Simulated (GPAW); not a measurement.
Fe3Ge:

```xyz
4
Lattice="3.6605 0.0000 0.0000 0.0000 3.6605 0.0000 0.0000 0.0000 3.6605" Properties=species:S:1:pos:R:3 pbc="T T T"
Ge    0.0000    0.0000    0.0000
Fe    1.8303    0.0000    1.8303
Fe    1.8303    1.8303    0.0000
Fe    0.0000    1.8303    1.8303
```

The cell comes from a database or a generator and needn't be the stable form of this composition.

- Program: GPAW 26.7.0
- Task: relaxation of cell and atoms
- Functional: PBEsol
- Dispersion: D3(BJ)+ATM
- Potentials or basis: PAW data sets generated in the run's folder for this functional
- Cutoff: 600 eV
- Basis: pw
- k mesh: 7 × 7 × 7
- Occupations: fermi-dirac, width 0.05 eV
- Spin: collinear spin, ferromagnetic start
- Starting moments: [0.0, 3.0, 3.0, 3.0] μB

At the start: pressure -13.6 GPa; volume 12.26 Å³/atom.

Q: How do energy, volume and symmetry change on relaxing?

A: Over 4 steps the energy falls by 38.8 meV/atom and the volume is 11.41 Å³/atom (-7.0 %); space group Pm-3m (No. 221, to 0.05 Å); moment 6.19 μB per cell.

The path:
```tsv
step	energy change (eV)	largest force (eV/Å)	pressure (GPa)	volume (Å³)
1	0.0000	0.0000	-13.62	49.05
2	-0.0432	0.0000	-11.88	48.50
3	-0.1525	0.0000	1.85	45.22
4	-0.1552	0.0000	-0.12	45.63
```

Final structure:
```
Ge Fe
1.0
     3.57332    0.00000    0.00000
     0.00000    3.57332    0.00000
     0.00000    0.00000    3.57332
Ge Fe
1 3
Direct
  0.00000 0.00000 0.00000
  0.50000 0.00000 0.50000
  0.50000 0.50000 0.00000
  0.00000 0.50000 0.50000
```

Caveat: each step starts from the last one's moments, so a moment once lost doesn't come back; later steps reuse the first step's grids; pairwise dispersion overbinds metals, which lowers pressure and volume.
